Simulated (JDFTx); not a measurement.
## Ba under changes of volume

One of the cells (67.563 Å³/atom); the others are scaled copies at fixed shape and fractional positions:

```
CELL_PARAMETERS angstrom
0.00000 3.23267 3.23267
3.23267 0.00000 3.23267
3.23267 3.23267 0.00000
ATOMIC_POSITIONS crystal
Ba 0.00000 0.00000 0.00000
```

This isn't the form of Ba at room conditions, which is bcc.

- Program: JDFTx 1.7.0 (patched build)
- Functional: PBE
- Potentials or basis: PseudoDojo-SR-PBE-0.5-standard
- Cutoff: 599 eV
- Density cutoff: 2395 eV
- k mesh: 7 × 7 × 7
- Occupations: fermi-dirac, width 0.05 eV
- Spin: no spin polarisation

```csv
volume (Å³/atom),energy over the lowest point (meV/atom),pressure (GPa)
63.510,0.85,0.2
64.861,0.00,0.0
66.212,0.77,-0.2
67.563,3.02,-0.4
68.915,6.64,-0.5
70.266,11.51,-0.6
71.617,?,?
```

Q: What does the run at 71.617 Å³/atom give?

A: Energy over the lowest point 17.52 meV/atom; pressure -0.8 GPa.

Worked out: A Birch-Murnaghan fit of order 3 (a polynomial in V^(-2/3)) to the other rows has its minimum at 64.88 Å³/atom with B0 = V·E''(V) = 9.2 GPa and B' = 3.1. It gives 17.53 meV/atom at 71.617 Å³/atom, against the run's 17.52, and -dE/dV = -0.8 GPa, against -0.8.

Energies are extrapolated to zero smearing.
